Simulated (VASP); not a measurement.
Wanted: the native input for a VASP 6.6.1 run.

```yaml
Task: relaxation of the atoms
Functional: LDA
Potentials_or_basis: VASP PAW LDA potentials, release 64 (Si, C)
Cutoff: 600 eV
k_mesh: 10 × 10 × 10
Occupations: gaussian, width 0.03 eV
Spin: no spin polarisation
Further_INCAR_settings: ALGO = Normal; EDIFF = 1e-07; IBRION = 2; EDIFFG = -0.01; NSW = 40
```

The structure of SiC (Moissanite 3C) lies in POSCAR:

```
SiC                                     
1.0
    0.0000000000      2.1507428857      2.1507428857
    2.1507428857      0.0000000000      2.1507428857
    2.1507428857      2.1507428857      0.0000000000
  Si              C             
     1     1
Direct
     0.0000000000000000    0.0000000000000000    0.0000000000000000
     0.2500000000000000    0.2500000000000000    0.2500000000000000
```

The cell isn't the ideal one: a relaxed cell with its volume scaled by 0.98.

The input as run:

INCAR

```
SYSTEM = SiC
  ALGO = Normal
  EDIFF = 1E-7
  EDIFFG = -0.01
  ENCUT = 600
  IBRION = 2
  ISIF = 2
  ISMEAR = 0
  LASPH = .True.
  LCHARG = .False.
  LREAL = .False.
  LWAVE = .False.
  NELM = 80
  NSW = 40
  PREC = Accurate
  SIGMA = 0.03
```

KPOINTS

```
k-points
0
Gamma
  10 10 10
  0 0 0
```

Potentials or basis: VASP PAW LDA potentials, release 64 (Si, C).

Command:

```bash
$ cat potpaw_LDA.64/Si/POTCAR potpaw_LDA.64/C/POTCAR > POTCAR
$ mpirun -np 1 vasp_std > vasp.out
```

Results of the run:

```
Pressure after relaxing : 4.8 GPa
Band gap on the k mesh  : 1.27 eV, indirect (least direct gap 4.54 eV)
```

Caveat: the relaxation stopped at its first step, so nothing moved.

It took 6.1 s on 1 thread of Intel(R) Xeon(R) Platinum 8488C (Sapphire Rapids), with other jobs on the host, peak memory 0.12 GiB.
